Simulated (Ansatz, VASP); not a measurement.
CoO in VASP and in Ansatz

```
Co O
1.0
     1.49813    0.86494    2.16175
    -1.49813    0.86494    2.16175
     0.00000   -1.72989    2.16175
Co O
1 1
Direct
  0.00000 0.00000 0.00000
  0.50000 0.50000 0.50000
```

Alike in both runs: functional LDA; k mesh 18 × 18 × 18; occupations gaussian, width 0.1 eV; collinear spin.

Ansatz relaxed the structure, and its values are those at the end. VASP's run is a single point on that final structure, the one shown.

```csv
,VASP,Ansatz
version,VASP 6.6.1,Ansatz 0.2.0
potentials or method,"VASP PAW LDA potentials, release 64 (Co, O)","scalar-relativistic, plane waves, PAW"
plane-wave cutoff (eV),520,420
valence electrons in the cell,15,23
```

Ansatz gave:

- gap on the k mesh at the Fermi level (eV): none
- pressure (GPa): 0.0
- net moment per atom (μB): 1.10
- size of the moment on the site where the two differ most (μB): 1.89

Task: Estimate VASP's values.

Result: gap on the k mesh at the Fermi level (eV): none; pressure (GPa): -2.1; net moment per atom (μB): 1.01; size of the moment on the site where the two differ most (μB): 1.81.

Site moments also hang on the region over which each program counts them. A gap of «none» marks a metal or a gap that the smearing closes. The two sets of potentials don't hold the same shells in valence.

Caveats: a cell with one magnetic atom can't hold antiferromagnetic order, which such compounds often take; semilocal functionals often make such compounds metallic where correlation or magnetic order opens a gap, which also shifts bond lengths.
